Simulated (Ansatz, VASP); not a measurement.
**One calculation of TaN, two programs**

The input INCAR:

```
ALGO     = Normal         # electronic algorithm
EDIFF    = 1E-6           # SCF threshold, eV
ENCUT    = 520            # plane-wave cutoff, eV
GGA      = PE             # functional
ISIF     = 2              # what is computed and relaxed
ISMEAR   = -1             # smearing method
LASPH    = T              # aspherical terms in the spheres
LCHARG   = F              # write CHGCAR
LREAL    = F              # projectors in reciprocal space
LWAVE    = F              # write WAVECAR
NBANDS   = 15             # bands
NELM     = 60             # most SCF steps
PREC     = Accurate       # precision mode
SIGMA    = 0.02           # smearing width, eV
```

The input KPOINTS:

```
k-points
0
Gamma
  9 9 9
```

POSCAR

```
TaN
1.0
    0.0000000000      2.2076743409      2.2076743409
    2.2076743409      0.0000000000      2.2076743409
    2.2076743409      2.2076743409      0.0000000000
Ta N
1 1
Direct
    0.5000000000      0.5000000000      0.5000000000
    0.0000000000      0.0000000000      0.0000000000
```

Input for Ansatz:

```yaml
crystal:
  lattice:
    - [0.0, 2.2076743409, 2.2076743409]
    - [2.2076743409, 0.0, 2.2076743409]
    - [2.2076743409, 2.2076743409, 0.0]
  atoms:
    - { symbol: Ta, position: [0.5, 0.5, 0.5] }
    - { symbol: "N", position: [0.0, 0.0, 0.0] }
kpoints:
  mp_grid: { grid: [9, 9, 9] }
  band_path:
    path:
      - [0.0, 0.0, 0.0]
      - [0.5, 0.0, 0.5]
      - [0.625, 0.25, 0.625]
      - [0.375, 0.375, 0.75]
      - [0.0, 0.0, 0.0]
      - [0.5, 0.5, 0.5]
      - [0.5, 0.25, 0.75]
      - [0.5, 0.0, 0.5]
    npoints: 5
scf:
  occupations: { method: fermi_dirac, width: 0.02 }
hamiltonian:
  xc: pbe
  pseudopotentials: { kind: all_electron, lapw: { basis_error: 0.0005 } }
output:
  forces: true
  stress: true
  eigenvalues: true
```

Change from the starting cell: volume scaled by 1.04.

Alike in both runs: task single point; functional PBE; k mesh 9 × 9 × 9; occupations fermi-dirac, width 0.02 eV; no spin polarisation.

|  | VASP | Ansatz |
| --- | --- | --- |
| version | VASP 6.6.1 | Ansatz 0.2.0 |
| potentials or method | VASP PAW PBE potentials, release 64 (Ta_pv, N) | all-electron LAPW, scalar-relativistic |
| plane-wave cutoff (eV) | 520 | see its input |

|  | VASP | Ansatz | Ansatz less VASP |
| --- | --- | --- | --- |
| pressure (GPa) | 1.1 | 0.4 | -0.64 |

Ansatz ran all-electron here, so the differences hold the error of VASP's frozen core and of both bases.

The runs have no spin-orbit coupling, so splittings on Ta are missing.
